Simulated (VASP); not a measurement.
Here is a VASP 6.6.1 calculation.

File POSCAR:

```
BP                                      
1.0
    0.0000000000      2.2605516541      2.2605516541
    2.2605516541      0.0000000000      2.2605516541
    2.2605516541      2.2605516541      0.0000000000
  B               P             
     1     1
Direct
     0.0000000000000000    0.0000000000000000    0.0000000000000000
     0.2500000000000000    0.2500000000000000    0.2500000000000000
```

Contents of INCAR.step1:

```
ALGO = Normal ; EDIFF = 1E-5
ENCUT = 520 ; GGA = PE
ISIF = 2 ; ISMEAR = 0
LASPH = True ; LCHARG = False
LREAL = False ; LWAVE = True
NELM = 80 ; PREC = Accurate
SIGMA = 0.03
```

The input INCAR.step2:

```
ALGO = Normal ; EDIFF = 1E-6
ENCUT = 520 ; ISIF = 2
ISMEAR = 0 ; ISTART = 1
LASPH = True ; LCHARG = False
LREAL = False ; LWAVE = False
METAGGA = MBJ ; NELM = 80
PREC = Accurate ; SIGMA = 0.03
```

Contents of KPOINTS:

```
k-points
0
Gamma
  10 10 10
```

Contents of KPOINTS_OPT:

```
explicit points
202
Reciprocal
 0.0000000000  0.0000000000  0.0000000000 1
 0.0555555556  0.0000000000  0.0555555556 1
 0.1111111111  0.0000000000  0.1111111111 1
 0.1666666667  0.0000000000  0.1666666667 1
 0.2222222222  0.0000000000  0.2222222222 1
 0.2777777778  0.0000000000  0.2777777778 1
[... 194 lines left out ...]
 0.5089373300  0.0178746600  0.5089373300 1
 0.4910626700 -0.0178746600  0.4910626700 1
```

Potentials or basis: VASP PAW PBE potentials, release 64 (B, P).

Launch:

```sh
$ cat potpaw_PBE.64/B/POTCAR potpaw_PBE.64/P/POTCAR > POTCAR
$ cp INCAR.step1 INCAR
$ mpirun -np 1 vasp_std > vasp.out
$ cp INCAR.step2 INCAR
$ mpirun -np 1 vasp_std > vasp.out
```

**Question.** Predict the band gap on the k mesh.

**Answer.** 2.07 eV, indirect (least direct gap 4.28 eV).

**Question.** Predict the band gap along the path.

**Answer.** 2.08 eV, indirect (least direct gap 4.28 eV).

Levels at the corners of the path, in eV from the valence-band top:
```tsv
point	band 1	band 2	band 3	band 4	band 5	band 6	band 7	band 8
Γ	-15.42	0.00	0.00	0.00	4.28	4.28	4.28	8.62
X	-10.45	-8.63	-4.00	-4.00	2.17	2.50	13.78	13.78
X	-10.45	-8.63	-4.00	-4.00	2.17	2.50	13.78	13.78
W	-10.19	-8.17	-5.42	-5.24	6.17	7.47	8.31	8.57
W	-10.19	-8.17	-5.42	-5.24	6.17	7.47	8.31	8.57
K	-10.49	-8.22	-5.97	-3.39	3.00	6.85	11.05	12.01
K	-10.49	-8.22	-5.97	-3.39	3.00	6.85	11.05	12.01
Γ	-15.42	0.00	0.00	0.00	4.28	4.28	4.28	8.62
Γ	-15.42	0.00	0.00	0.00	4.28	4.28	4.28	8.62
L	-12.08	-8.91	-1.70	-1.70	4.64	5.63	5.63	11.38
L	-12.08	-8.91	-1.70	-1.70	4.64	5.63	5.63	11.38
U	-10.49	-8.22	-5.97	-3.39	3.00	6.85	11.05	12.01
U	-10.49	-8.22	-5.97	-3.39	3.00	6.85	11.05	12.01
W	-10.19	-8.17	-5.42	-5.24	6.17	7.47	8.31	8.57
W	-10.19	-8.17	-5.42	-5.24	6.17	7.47	8.31	8.57
L	-12.08	-8.91	-1.70	-1.70	4.64	5.63	5.63	11.38
L	-12.08	-8.91	-1.70	-1.70	4.64	5.63	5.63	11.38
K	-10.49	-8.22	-5.97	-3.39	3.00	6.85	11.05	12.01
U	-10.49	-8.22	-5.97	-3.39	3.00	6.85	11.05	12.01
X	-10.45	-8.63	-4.00	-4.00	2.17	2.50	13.78	13.78
```
